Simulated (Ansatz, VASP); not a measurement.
**One calculation of Cu, two programs**

```
CELL_PARAMETERS angstrom
2.53410 0.00000 0.00000
-1.26705 2.19459 0.00000
0.00000 0.00000 4.11257
ATOMIC_POSITIONS crystal
Cu 0.33333 0.66667 0.25000
Cu 0.66667 0.33333 0.75000
```

This isn't the form of Cu at room conditions, which is fcc.

Alike in both runs: task single point; functional PBE; k mesh 24 × 24 × 12; occupations gaussian, width 0.15 eV; no spin polarisation.

|  | VASP | Ansatz |
| --- | --- | --- |
| version | VASP 6.6.1 | Ansatz 0.2.0 |
| potentials or method | VASP PAW PBE potentials, release 64 (Cu) | scalar-relativistic, plane waves, PAW |
| plane-wave cutoff (eV) | 520 | 420 |
| valence electrons in the cell | 22 | 38 |

|  | VASP | Ansatz | Ansatz less VASP |
| --- | --- | --- | --- |
| gap on the k mesh at the Fermi level (eV) | none | none | - |
| pressure (GPa) | 7.7 | 7.2 | -0.57 |
| largest component of the traceless stress (GPa) | 1.33 | 1.34 | +0.006 |

A gap of «none» marks a metal or a gap that the smearing closes. The two sets of potentials don't hold the same shells in valence.
